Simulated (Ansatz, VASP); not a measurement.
## Two plane-wave programs on LaB6

```
La B
1.0
     4.15261    0.00000    0.00000
     0.00000    4.15261    0.00000
     0.00000    0.00000    4.15261
La B
1 6
Direct
  0.00000 0.00000 0.00000
  0.80012 0.50000 0.50000
  0.19988 0.50000 0.50000
  0.50000 0.50000 0.80012
  0.50000 0.50000 0.19988
  0.50000 0.19988 0.50000
  0.50000 0.80012 0.50000
```

The cell is a database's computed one.

Alike in both runs: task single point; functional PBE; k mesh 4 × 4 × 4; occupations gaussian, width 0.1 eV; no spin polarisation.

```csv
,VASP,Ansatz
version,VASP 6.6.1,Ansatz 0.2.0
potentials or method,"VASP PAW PBE potentials, release 64 (La, B)","scalar-relativistic, plane waves, PAW"
plane-wave cutoff (eV),520,420
valence electrons in the cell,29,29
```

```tsv
	VASP	Ansatz	Ansatz less VASP
gap on the k mesh at the Fermi level (eV)	none	none	-
pressure (GPa)	0.4	0.5	+0.08
rms of the force components (eV/Å)	0.054	0.045	-0.0082
```

Atom by atom the forces differ by 0.008 eV/Å (rms over components). A gap of «none» marks a metal or a gap that the smearing closes.

Caveats: the k mesh is coarse (spacing up to 0.38 Å⁻¹), so the values aren't converged. Spin-orbit coupling is left out, which matters for the levels of La.
